## Where the holes and electrons of PtSe₂ sit

Platinum diselenide is a stack of sheets, each a layer of platinum between two layers of selenium. The table lists its energy levels at seven points of reciprocal space, computed with the all-electron program exciting and the semilocal density functional acPBE. The columns count outwards from the Fermi energy, the zero of the scale: "level under 1" is the nearest level below it, "level over 1" the nearest above. Point 1 is the zone centre Γ. Point 7, called A, differs from it only along the stacking direction.

Kohn–Sham levels of bulk PtSe₂ (space group P-3m1, geometry as given) at points of the k mesh, in eV from the Fermi energy. Computed with exciting sodium: all-electron LAPW+lo, functional acPBE, no spin polarisation, no spin–orbit coupling, 7 × 7 × 4 k mesh, Fermi–Dirac occupations with a smearing width of 0.136 eV.

| point a (reciprocal cell vector) | point b (reciprocal cell vector) | point c (reciprocal cell vector) | level under 4 (eV) | level under 3 (eV) | level under 2 (eV) | level under 1 (eV) | level over 1 (eV) | level over 2 (eV) |
| --- | --- | --- | --- | --- | --- | --- | --- | --- |
| 0.0000 | 0.0000 | 0.0000 | -3.931 | -2.492 | -0.997 | -0.997 | 0.478 | 1.563 |
| 0.2857 | 0.0000 | 0.0000 | -3.464 | -2.200 | -1.969 | -1.522 | 1.327 | 2.019 |
| 0.1429 | 0.1429 | 0.0000 | -3.351 | -2.138 | -1.992 | -0.296 | 0.967 | 1.712 |
| 0.4286 | 0.1429 | 0.0000 | -3.437 | -3.302 | -2.887 | -1.812 | 0.561 | 1.431 |
| 0.2857 | 0.2857 | 0.0000 | -3.539 | -2.786 | -2.350 | -1.251 | 0.196 | 0.484 |
| 0.4286 | 0.0000 | 0.2500 | -3.524 | -3.011 | -2.761 | -2.466 | 1.838 | 1.950 |
| 0.0000 | 0.0000 | 0.5000 | -2.862 | -1.623 | -1.430 | -1.430 | 2.408 | 2.408 |

### 1. Is there a gap?

The listed levels suggest one. The highest level below zero lies at −0.30 eV (point 3) and the lowest above zero at 0.20 eV (point 5), which leaves a window of half an electronvolt. Yet the same calculation finds a metal, with about 0.7 states per eV and cell at the Fermi energy. Bands run continuously between the points, so one that lies above zero at one point and below it at the next has crossed the Fermi energy on the way. The task is to find that band.

### 2. Does "over" mean empty?

Only roughly. The calculation fills a level at energy E to the fraction 1/(exp(E/w) + 1), with a smearing width w of 0.136 eV. The level at 0.20 eV is therefore about 19% filled, and the one at −0.30 eV about 10% empty. This width corresponds to electrons at about 1600 K and serves to steady the calculation. At room temperature, where w is about 0.025 eV, a level 0.20 eV above the Fermi energy would be less than 0.1% filled.

### 3. Is the first level over zero at Γ a conduction level?

Its degeneracy suggests that it is not. Six selenium neighbours split the platinum d levels into a lower three, which are filled, and an upper two, which are antibonding with selenium p orbitals and empty. Along the line from Γ to A, the threefold symmetry holds these upper two together as a pair, and A indeed shows a pair at 2.41 eV. The level at 0.48 eV at Γ is single, so it can't end in that pair.

It must either climb by at least 1.9 eV, to end above the pair, or fall through zero and join the filled levels. The energies alone allow both. The bonding argument favours the fall, because the lowest empty bands should be the platinum–selenium pair. It also agrees with the well-known pocket of holes at Γ in bulk PtSe₂. The level is therefore read here as the top of the valence band, lifted above the Fermi energy.

### 4. Why would this level fall so far from Γ to A?

The natural candidate is the selenium p orbital that points out of the sheet, towards the selenium of the next one. Take the pattern in which both selenium orbitals of a sheet have their positive lobes pointing up. At Γ it repeats unchanged from sheet to sheet, so lobes of opposite sign meet across the gap between sheets: an antibonding, high-lying state. At A the wave changes sign with each sheet, so lobes of equal sign meet and the state is lowered.

Along this line all single levels built from s, p and d orbitals share one symmetry, so they don't cross each other. The valence top at Γ, the level at 0.48 eV, therefore connects to the highest filled single level at A, at −1.62 eV. That is a fall of 2.1 eV. The filled pair, assigned to selenium p orbitals lying in the sheet, provides a comparison on the same path: it falls by only 0.43 eV. Levels that can't cross do mix, however, so the single state may change its character on the way, and its fall isn't a pure measure of the contact between sheets. If the assignments hold, which the listed energies can't prove, the contrast still suggests that orbitals pointing across the gap feel the next sheet much more strongly than those that lie flat.

### 5. How can it be a metal if filled and empty bands stay apart at every listed point?

With the reading above, valence and conduction band are more than 1 eV apart at each of the seven points. But the highest valence level and the lowest conduction level sit at different points. The valence band reaches 0.48 eV at Γ, while the conduction band comes down to 0.20 eV at point 5, so they overlap by 0.28 eV. Electrons spill from the first region into the second and leave holes behind: a semimetal. At point 5 itself the conduction level still lies above zero, so there only the smearing fills it, but the band may dip lower between the listed points.

For the same reason the full overlap of the bands in this calculation can only be equal to 0.28 eV or larger. Semilocal functionals, however, tend to exaggerate such overlaps. For a device the consequence is that a thick film suits a contact better than a transistor channel, which must be switched off. Thinning the film removes neighbouring sheets and so weakens the interaction that lifts the valence top.

### 6. Can one orbital describe the valence band within the sheet?

The simplest model puts one orbital on each site of a triangular lattice and lets electrons hop to the six nearest neighbours:

E = E(Γ) − B·S, with S = 3 − cos 2πa − cos 2πb − cos 2π(a + b),

where a and b are the columns "point a" and "point b". Each pair of opposite neighbours contributes two equal terms, so B is twice the hopping strength. Points 1 and 3 fix the two constants. At point 3, S = 1.98, and the band has fallen by 0.478 + 0.296 = 0.774 eV, so B = 0.774/1.98 = 0.39 eV and the hopping strength is about 0.2 eV.

For point 2, which played no part in setting the constants, S = 2.45. The model gives 0.48 − 0.39 × 2.45 = −0.48 eV, whereas the calculation gives −1.52 eV. The model also lies too high at point 4, by 0.65 eV, but agrees at point 5, which is in the same direction from Γ as point 3. The output after the text lists these comparisons.

Point 2 is about 15% farther from Γ than point 3 and lies in another direction. The model lowers the band by only 0.18 eV between the two, the calculation by 1.23 eV. One orbital with hops to nearest neighbours alone is therefore not enough. A likely cause is that away from Γ the out-of-plane orbital mixes with in-plane selenium p and platinum d orbitals, to a degree that depends on direction. Hops to more distant neighbours, which the model leaves out, may also matter. Close to Γ the threefold symmetry still gives the holes the same effective mass in every direction within the sheet, but that mass can't be carried out to points as distant as these.

### 7. Which digits can be trusted?

The third decimal describes this particular calculation, not the material. Spin–orbit coupling was left out of these levels, and with elements this heavy it can split the pairs at Γ and A by some tenths of an eV. At A the single level lies only 0.19 eV below the filled pair, so their order there is not secure. The contrast between falls of 2.1 and 0.43 eV should be large enough to survive. The overlap of 0.28 eV is less secure, because it also depends on the spacing of the sheets, which was given and not varied.

### 8. What would change with tellurium in place of selenium?

Tellurium p orbitals lie higher in energy and extend further, so they overlap more strongly across the gap between sheets. By the argument of question 4 this lifts the valence top at Γ and increases the overlap of the bands, in line with the more metallic character of PtTe₂. Sulfur acts in the opposite direction, and PtS₂ is a semiconductor. Spin–orbit coupling also grows from sulfur to tellurium, so the telluride would need it even more.

Output of the analysis:

```
Distance from the axis and smeared filling:
     row  in-plane k (1/A)  vertical separation (eV)  first level over filled (%)  first level under empty (%)
     0.0                 0                     1.085                         2.89                      0.06546
  0.2857            0.5566                     2.849                     0.005786                      0.00138
  0.1429            0.4822                     1.263                       0.0816                        10.19
  0.4286             1.004                     2.373                        1.591                    0.0001636
  0.2857            0.9641                     1.447                        19.14                      0.01012
  0.4286             0.835                     4.304                    0.0001351                    1.334e-06
     0.0                 0                     3.838                    2.044e-06                     0.002713
Window between the listed levels nearest zero (eV): 0.492
Overlap of valence top at point 1 with conduction level at point 5 (eV): 0.282
Smallest vertical separation of valence and conduction level (eV): 1.085
Change of the single level from point 1 to point 7 (eV): -2.101
Change of the filled doublet from point 1 to point 7 (eV): -0.433
Ratio of these two changes: 4.852
Single level less filled doublet at point 1 (eV): 1.475
Single level less filled doublet at point 7 (eV): -0.193
Rival reading, least rise of the single level to pass the empty doublet at point 7 (eV): 1.93
Fall of the valence top from point 1 to point 3 (eV): 0.774
Valence top at point 3 less that at point 2, computed (eV): 1.226
The same difference in the one-hopping model (eV): 0.1834
One-hopping model less computed level at point 2 (eV): 1.043
One-hopping model less computed level at point 4 (eV): 0.6537
One-hopping model less computed level at point 5 (eV): 0.02712
Electron temperature that matches the smearing width (K): 1578
```
